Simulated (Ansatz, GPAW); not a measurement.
# SrTe with GLLB-SC from a Python script

These are simulated results from GPAW 26.7.0, not measurements. The cell was built from a prototype and was relaxed with r2SCAN in plane waves (Ansatz 0.2.0). Not every such cell is a known phase. All runs are without spin polarisation.

It is cubic, Fm-3m (No. 225); a = 6.706 Å in the conventional setting, 37.69 Å³ an atom. Sr has 6 Te at 3.35 Å; Te has 6 Sr at 3.35 Å.

GLLB-SC is a model potential. Its fundamental gap is the Kohn-Sham gap plus a derivative discontinuity, which the script evaluates at the band edges among the listed k points. Its total energy isn't variational and serves nothing here.

The script, run.py:

```python
import json
from ase import Atoms
from gpaw import GPAW, PW, FermiDirac

atoms = Atoms(['Sr', 'Te'],
              cell=[[0.0, 3.35275821, 3.35275821], [3.35275821, 0.0, 3.35275821], [3.35275821, 3.35275821, 0.0]],
              scaled_positions=[[0.0, 0.0, 0.0], [0.5, 0.5, 0.5]],
              pbc=True)
calc = GPAW(mode=PW(400), xc='GLLBSC', kpts={'size': (4, 4, 4), 'gamma': True},
            occupations=FermiDirac(0.02), maxiter=100, legacy_gpaw=True, txt='gpaw.txt')
atoms.calc = calc
res = {'energy': atoms.get_potential_energy(force_consistent=True)}
res['electrons'] = calc.get_number_of_electrons()
res['k'] = calc.get_ibz_k_points().tolist()
res['levels'] = [calc.get_eigenvalues(kpt=i).tolist() for i in range(len(res['k']))]
points = [[0.0, 0.0, 0.0], [0.5, 0.0, 0.5], [0.625, 0.25, 0.625], [0.375, 0.375, 0.75], [0.5, 0.5, 0.5], [0.5, 0.25, 0.75], [0.0, 0.5, 0.5]]
bands = calc.fixed_density(kpts=points, symmetry='off', nbands=round(res['electrons']) // 2 + 6, convergence={'bands': -2}, txt='bands.txt')
res['points'] = [bands.get_eigenvalues(kpt=i).tolist() for i in range(len(points))]
homo, lumo = bands.get_homo_lumo()
potential = calc.hamiltonian.xc.response.calculate_discontinuity_potential(homo, lumo)
res['discontinuity'] = bands.hamiltonian.xc.response.calculate_discontinuity(potential)
json.dump(res, open('results.json', 'w'))
print('free energy (eV):', round(res['energy'], 5))
```

Command: `python run.py`. It took 19 s on 1 thread of Arm Neoverse N1, on a shared host, peak memory 0.16 GiB.

The log gpaw.txt, trimmed of paths, versions and times, then the last line on the terminal. An iter line gives the energy in eV and the logarithms of the changes of orbitals (plane waves alone) and density (c: converged):

```
___ ___ ___ _ _ _
 |   |   |_  | | | |

 | | | | | . | | | |

 |__ |  _|___|_____|  26.7.0
 |___|_|

Input parameters:
  kpts: {gamma: True,
         size: (4, 4, 4)}
  maxiter: 100
  mode: {ecut: 400.0,
         name: pw}
  occupations: {fixmagmom: False,
                name: fermi-dirac,
                width: 0.02}
  xc: GLLBSC

System changes: positions, numbers, cell, pbc, initial_charges, initial_magmoms

Initialize ...

species:
  Sr:
    name:    Strontium
    Z:       38.0
    valence: 10
    core:    28
    charge:  0.0  # [|e|]
    compensation charges:
      type: gauss
      rc: 0.40  # [Å]
      lmax: 2
    cutoffs:
      filter: 2.39  # [Å]
      core: 1.82  # [Å]
    projectors
    | kind |    occ | energy [eV] | rcut [Å] |

    |------|--------|-------------|----------|

    |   4s |  2.000 |     -40.757 |    1.291 |

    |   5s |  2.000 |      -5.012 |    1.291 |

    |   4p |  6.000 |     -22.709 |    1.291 |

    |    p |        |       4.502 |    1.291 |

    |    d |        |       0.000 |    1.254 |

    Using partial waves for Sr as LCAO basis

  Te:
    name:    Tellurium
    Z:       52.0
    valence: 6
    core:    46
    charge:  0.0  # [|e|]
    compensation charges:
      type: gauss
      rc: 0.36  # [Å]
      lmax: 2
    cutoffs:
      filter: 2.09  # [Å]
      core: 3.17  # [Å]
    projectors
    | kind |    occ | energy [eV] | rcut [Å] |

    |------|--------|-------------|----------|

    |   5s |  2.000 |     -17.259 |    1.180 |

    |   5p |  4.000 |      -8.515 |    1.196 |

    |    s |        |       9.952 |    1.180 |

    |    p |        |      18.697 |    1.196 |

    |    d |        |       0.000 |    1.238 |

    Using partial waves for Te as LCAO basis

Reference energy: -271155.602424  # eV

Spin-paired calculation

Convergence criteria:
 Maximum [total energy] change in last 3 cyles: 0.0005 eV / valence electron
 Maximum integral of absolute [dens]ity change: 0.0001 electrons / valence electron
 Maximum integral of absolute [eigenst]ate change: 4e-08 eV^2 / valence electron
 Maximum number of scf [iter]ations: 100
 (Square brackets indicate name in SCF output, whereas a 'c' in
 the SCF output indicates the quantity has converged.)

Symmetries present (total): 48

  ( 1  0  0)  ( 1  0  0)  ( 1  0  0)  ( 1  0  0)  ( 1  0 -1)  ( 1  0 -1)
  ( 1  0 -1)  ( 1 -1  0)  ( 0  1  0)  ( 0  0  1)  ( 1  0  0)  ( 1 -1  0)
  ( 1 -1  0)  ( 1  0 -1)  ( 0  0  1)  ( 0  1  0)  ( 1 -1  0)  ( 1  0  0)

  ( 1  0 -1)  ( 1  0 -1)  ( 1 -1  0)  ( 1 -1  0)  ( 1 -1  0)  ( 1 -1  0)
  ( 0  1 -1)  ( 0  0 -1)  ( 1  0  0)  ( 1  0 -1)  ( 0 -1  1)  ( 0 -1  0)
  ( 0  0 -1)  ( 0  1 -1)  ( 1  0 -1)  ( 1  0  0)  ( 0 -1  0)  ( 0 -1  1)

  ( 0  1  0)  ( 0  1  0)  ( 0  1  0)  ( 0  1  0)  ( 0  1 -1)  ( 0  1 -1)
  ( 1  0  0)  ( 0  1 -1)  ( 0  0  1)  (-1  1  0)  ( 1  0 -1)  ( 0  1  0)
  ( 0  0  1)  (-1  1  0)  ( 1  0  0)  ( 0  1 -1)  ( 0  0 -1)  (-1  1  0)

  ( 0  1 -1)  ( 0  1 -1)  ( 0  0  1)  ( 0  0  1)  ( 0  0  1)  ( 0  0  1)
  ( 0  0 -1)  (-1  1  0)  ( 1  0  0)  ( 0  1  0)  ( 0 -1  1)  (-1  0  1)
  ( 1  0 -1)  ( 0  1  0)  ( 0  1  0)  ( 1  0  0)  (-1  0  1)  ( 0 -1  1)

  ( 0  0 -1)  ( 0  0 -1)  ( 0  0 -1)  ( 0  0 -1)  ( 0 -1  1)  ( 0 -1  1)
[... 1 lines left out ...]
  ( 0  1 -1)  ( 1  0 -1)  (-1  0  0)  ( 0 -1  0)  ( 0 -1  0)  (-1  0  1)

  ( 0 -1  1)  ( 0 -1  1)  ( 0 -1  0)  ( 0 -1  0)  ( 0 -1  0)  ( 0 -1  0)
  ( 0 -1  0)  (-1  0  1)  ( 1 -1  0)  ( 0  0 -1)  ( 0 -1  1)  (-1  0  0)
  ( 1 -1  0)  ( 0  0  1)  ( 0 -1  1)  (-1  0  0)  ( 1 -1  0)  ( 0  0 -1)

  (-1  1  0)  (-1  1  0)  (-1  1  0)  (-1  1  0)  (-1  0  1)  (-1  0  1)
  ( 0  1  0)  ( 0  1 -1)  (-1  0  1)  (-1  0  0)  ( 0  0  1)  ( 0 -1  1)
  ( 0  1 -1)  ( 0  1  0)  (-1  0  0)  (-1  0  1)  ( 0 -1  1)  ( 0  0  1)

  (-1  0  1)  (-1  0  1)  (-1  0  0)  (-1  0  0)  (-1  0  0)  (-1  0  0)
  (-1  1  0)  (-1  0  0)  ( 0  0 -1)  ( 0 -1  0)  (-1  1  0)  (-1  0  1)
  (-1  0  0)  (-1  1  0)  ( 0 -1  0)  ( 0  0 -1)  (-1  0  1)  (-1  1  0)

64 k-points: 4 x 4 x 4 Monkhorst-Pack grid + [1/8,1/8,1/8]
8 k-points in the irreducible part of the Brillouin zone
       k-points in crystal coordinates                weights
   0:     0.00000000    0.00000000    0.00000000          1/64
   1:     0.25000000    0.25000000    0.00000000          6/64
   2:     0.25000000    0.25000000    0.25000000          8/64
   3:     0.50000000    0.25000000   -0.25000000          6/64
   4:     0.50000000    0.25000000    0.25000000         12/64
   5:     0.50000000    0.50000000    0.00000000          3/64
   6:     0.50000000    0.50000000    0.25000000         24/64
   7:     0.50000000    0.50000000    0.50000000          4/64

Wave functions: Plane wave expansion
  Cutoff energy: 400.000 eV
  Number of coefficients (min, max): 1355, 1384
  Pulay-stress correction: 0.000000 eV/Ang^3 (de/decut=0.000000)
  Using FFTW library
  ScaLapack parameters: grid=1x1, blocksize=None
  Wavefunction extrapolation:
    Improved wavefunction reuse through dual PAW basis

Occupation numbers: Fermi-Dirac:
  width: 0.0200  # eV

Eigensolver
   Davidson(niter=2)

Densities:
  Coarse grid: 24*24*24 grid
  Fine grid: 48*48*48 grid
  Total Charge: 0.000000

Density mixing:
  Method: separate
  Backend: msr1
  Linear mixing parameter: 0.05
  old densities: 10
  Width of damping distribution: 1.1
  Damping of long wavelength oscillations: 20

Hamiltonian:
  XC and Coulomb potentials evaluated on a 48*48*48 grid
  Using the GLLBSC Exchange-Correlation functional
  External potential:
    NoExternalPotential

XC parameters: GLLBSC functional being used consists of
  -----------------------------------------------------------------------
  | Weight | Module     | Description                                   |

  -----------------------------------------------------------------------
  |  1.000 | SCREENING  | GGA_X_PBE_SOL with 2 nearest neighbor stencil |

  |  1.000 | RESPONSE   | eps=0.0500 eV                                 |

  |  1.000 | XC         | GGA_C_PBE_SOL with 2 nearest neighbor stencil |

  -----------------------------------------------------------------------

Memory estimate:
  Process memory now: 112.19 MiB
  Calculator: 12.64 MiB
    Density: 6.66 MiB
      Arrays: 2.74 MiB
      Localized functions: 1.81 MiB
      Mixer: 2.11 MiB
    Hamiltonian: 1.84 MiB
      Arrays: 1.79 MiB
      XC: 0.00 MiB
      Poisson: 0.00 MiB
      vbar: 0.04 MiB
    Wavefunctions: 4.14 MiB
      Arrays psit_nG: 1.52 MiB
      Eigensolver: 0.31 MiB
      Projections: 0.03 MiB
      Projectors: 1.59 MiB
      PW-descriptor: 0.70 MiB

Total number of cores used: 1

Number of atoms: 2
Number of atomic orbitals: 9
Number of bands in calculation: 9
Number of valence electrons: 16
Bands to converge: occupied

... initialized

Initializing position-dependent things.

Density initialized from atomic densities
Creating initial wave functions:
  9 bands from LCAO basis set
Positions:
   0 Sr     0.000000    0.000000    0.000000    ( 0.0000,  0.0000,  0.0000)
   1 Te     3.352758    3.352758    3.352758    ( 0.0000,  0.0000,  0.0000)

Unit cell:
           periodic     x           y           z      points  spacing
  1. axis:    yes    0.000000    3.352758    3.352758    24     0.1613
  2. axis:    yes    3.352758    0.000000    3.352758    24     0.1613
  3. axis:    yes    3.352758    3.352758    0.000000    24     0.1613

  Lengths:   4.741516   4.741516   4.741516
  Angles:   60.000000  60.000000  60.000000

Effective grid spacing dv^(1/3) = 0.1760

iter:   1    -9.380874
iter:   2    -9.739408   -0.99  -1.17
iter:   3    -9.414769   -1.58  -1.08
iter:   4    -9.236975   -1.54  -1.29
iter:   5    -9.261251   -2.43  -1.58
iter:   6    -9.264321   -2.95  -1.93
iter:   7    -9.259934c  -3.08  -2.02
iter:   8    -9.266722c  -3.62  -1.96
iter:   9    -9.259499c  -4.26  -2.36
iter:  10    -9.253983   -4.52  -2.53
iter:  11    -9.252728c  -5.37  -2.87
iter:  12    -9.248388c  -4.91  -2.80
iter:  13    -9.243252   -6.08  -3.53
iter:  14    -9.245188c  -6.95  -4.03c
iter:  15    -9.244771c  -7.47c -4.20c

Converged after 15 iterations.

Energy contributions relative to reference atoms: (reference = -271155.602424)

Kinetic:        +25.619420
Potential:      -21.291302
External:        +0.000000
XC:             -12.384346
Entropy (-ST):   -0.000000
Local:           -1.188543
SIC:             +0.000000
--------------------------
Free energy:     -9.244771
Extrapolated:    -9.244771

GLLBSC response reference energy: 3.01792 eV (from HOMO)

Showing only first 2 kpts
 Kpt  Band  Eigenvalues  Occupancy
  0     6      3.01832    2.00000
  0     7      3.01832    2.00000
  0     8      6.42737    0.00000

  1     6      2.57592    2.00000
  1     7      2.57592    2.00000
  1     8      7.52969    0.00000

Fermi level: 3.69462

Gap: 2.695 eV
Transition (v -> c):
  (s=0, k=0, n=7, [0.00, 0.00, 0.00]) -> (s=0, k=5, n=8, [0.50, 0.50, 0.00])
Direct/indirect transitions are different
Direct gap: 3.384 eV
Transition at: (s=0, k=5, n=7, [0.50, 0.50, 0.00])

free energy (eV): -9.24477
```

The gap in the log is over the mesh alone; results.json adds the listed points. GLLB-SC gives a gap of 3.53 eV (2.326 eV Kohn-Sham over the listed points plus 1.200 eV discontinuity). On the same cell, plane-wave PBE (Ansatz, 6×6×6 k points and the special points) gives a gap of 1.77 eV and r2SCAN a gap of 2.17 eV; on shared hosts these took about 3.8 and 9.4 core-seconds on the 2-atom cell, against 19 for the script. Spin-orbit coupling, left out in all these runs, can cut or reorder the gap by tenths of an eV, up to about 1 eV with Pb or Bi.

Spin-orbit coupling is left out, which matters wherever the heavy atoms make up the band edges.
